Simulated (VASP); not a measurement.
Wanted: the native input for a VASP 6.6.1 run.

```yaml
Task: relaxation of cell and atoms
Functional: PBE
Potentials_or_basis: VASP PAW PBE potentials, release 64 (Ti_sv, S)
Cutoff: 600 eV
k_mesh: 12 × 12 × 7
Occupations: methfessel-paxton, width 0.1 eV
Spin: no spin polarisation
Further_INCAR_settings: ALGO = Normal; EDIFF = 1e-06; IBRION = 2; EDIFFG = -0.01; NSW = 90; ISIF = 3
```

The structure of TiS2 lies in POSCAR:

```
TiS2
1.0
    3.4120000000      0.0000000000      0.0000000000
   -1.7060000000      2.9548786777      0.0000000000
    0.0000000000      0.0000000000      5.6950000000
Ti S
1 2
Direct
    0.0000000000      0.0000000000      0.0000000000
    0.3333333333      0.6666666667      0.2500000000
    0.6666666667      0.3333333333      0.7500000000
```

These files were run (other wordings do the same):

INCAR

```
PREC = Accurate ; ENCUT = 600
EDIFF = 1E-6 ; ISMEAR = 1
SIGMA = 0.1 ; LREAL = False
LASPH = True ; NELM = 80
ALGO = Normal ; ISIF = 3
LWAVE = False ; LCHARG = False
GGA = PE ; IBRION = 2
NSW = 90 ; EDIFFG = -0.01
```

KPOINTS

```
regular mesh
0
Gamma
  12 12 7
```

Potentials or basis: VASP PAW PBE potentials, release 64 (Ti_sv, S).

Run with:

```console
$ cat potpaw_PBE.64/Ti_sv/POTCAR potpaw_PBE.64/S/POTCAR > POTCAR
$ mpirun -np 1 vasp_std > vasp.out
```

It gave:

The relaxed volume is 21.79 Å³/atom, the relaxed cell is a = 3.415 Å, b = 3.415 Å, c = 6.471 Å, α = 90.00°, β = 90.00°, γ = 120.00° and the space group after relaxing (to 0.05 Å) is P-3m1 (No. 164). The energy gained by relaxing is 11.3 meV/atom, the ionic steps are 20 and the pressure after relaxing is 0.0 GPa. The band gap on the k mesh is none (metal or under the smearing width).

Caveat: this functional lacks dispersion, which binds the layers, so the pressure and a relaxed spacing across them are unreliable; the volume moved by +14 % from the deposited cell, more than functionals usually miss.

Run time: 9.2 min on 1 thread of Intel(R) Xeon(R) 6975P-C (Granite Rapids) (shared host), peak memory 0.29 GiB.
